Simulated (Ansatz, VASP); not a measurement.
# HgTe (Coloradoite) in VASP and in Ansatz

INCAR

```
PREC = Accurate
ENCUT = 550
EDIFF = 1E-7
ISMEAR = -1
SIGMA = 0.05
LREAL = F
LASPH = T
NELM = 60
ALGO = Normal
ISIF = 2
LWAVE = F
LCHARG = F
GGA = PE
NBANDS = 20
```

The input KPOINTS:

```
Automatic mesh
0
Gamma
  7 7 7
```

POSCAR

```
HgTe
1.0
    0.0000000000      3.2145000000      3.2145000000
    3.2145000000      0.0000000000      3.2145000000
    3.2145000000      3.2145000000      0.0000000000
Hg Te
1 1
Direct
    0.0000000000      0.0000000000      0.0000000000
    0.7500000000      0.7500000000      0.7500000000
```

Contents of KPOINTS_OPT:

```
path GXWKGLUWLK,UX
10
line-mode
reciprocal
 0.0000000000  0.0000000000  0.0000000000  G
 0.5000000000  0.0000000000  0.5000000000  X

 0.5000000000  0.0000000000  0.5000000000  X
 0.5000000000  0.2500000000  0.7500000000  W

 0.5000000000  0.2500000000  0.7500000000  W
 0.3750000000  0.3750000000  0.7500000000  K

 0.3750000000  0.3750000000  0.7500000000  K
 0.0000000000  0.0000000000  0.0000000000  G

 0.0000000000  0.0000000000  0.0000000000  G
 0.5000000000  0.5000000000  0.5000000000  L

 0.5000000000  0.5000000000  0.5000000000  L
 0.6250000000  0.2500000000  0.6250000000  U

 0.6250000000  0.2500000000  0.6250000000  U
 0.5000000000  0.2500000000  0.7500000000  W

 0.5000000000  0.2500000000  0.7500000000  W
 0.5000000000  0.5000000000  0.5000000000  L

 0.5000000000  0.5000000000  0.5000000000  L
 0.3750000000  0.3750000000  0.7500000000  K

 0.6250000000  0.2500000000  0.6250000000  U
 0.5000000000  0.0000000000  0.5000000000  X
```

The input input.yaml:

```yaml
crystal:
  lattice:
    - [0.0, 3.2145, 3.2145]
    - [3.2145, 0.0, 3.2145]
    - [3.2145, 3.2145, 0.0]
  atoms:
    - { symbol: Hg, position: [0.0, 0.0, 0.0] }
    - { symbol: Te, position: [0.75, 0.75, 0.75] }
hamiltonian:
  xc: pbe
  pseudopotentials: { kind: paw }
kpoints:
  mp_grid: { grid: [7, 7, 7] }
  band_path:
    path:
      - [[0.0, 0.0, 0.0], [0.5, 0.0, 0.5], [0.5, 0.25, 0.75], [0.375, 0.375, 0.75], [0.0, 0.0, 0.0], [0.5, 0.5, 0.5], [0.625, 0.25, 0.625], [0.5, 0.25, 0.75], [0.5, 0.5, 0.5], [0.375, 0.375, 0.75]]
      - [[0.625, 0.25, 0.625], [0.5, 0.0, 0.5]]
    npoints: 14
scf:
  occupations: { method: fermi_dirac, width: 0.05 }
  n_extra_bands: 6
output:
  forces: true
  stress: true
  eigenvalues: true
  fatbands: false
  write_density: true
  write_potential: true
  elf: true
  volumetric_format: npy
```

Alike in both runs: task band structure; functional PBE; k mesh 7 × 7 × 7; occupations fermi-dirac, width 0.05 eV; no spin polarisation.

```csv
,VASP,Ansatz
version,VASP 6.6.1,Ansatz 0.2.0
potentials or method,"VASP PAW PBE potentials, release 64 (Hg_sv_GW, Te_GW)",Ansatz PAW
plane-wave cutoff (eV),550,420
valence electrons in the cell,26,36
```

|  | VASP | Ansatz | Ansatz less VASP |
| --- | --- | --- | --- |
| gap on the k mesh at the Fermi level (eV) | none | none | - |
| pressure (GPa) | 4.4 | 4.6 | +0.21 |

A gap of «none» marks a metal or a gap that the smearing closes. The two sets of potentials don't hold the same shells in valence.

Caveats: spin-orbit coupling is left out, which moves the levels of the heavy elements.
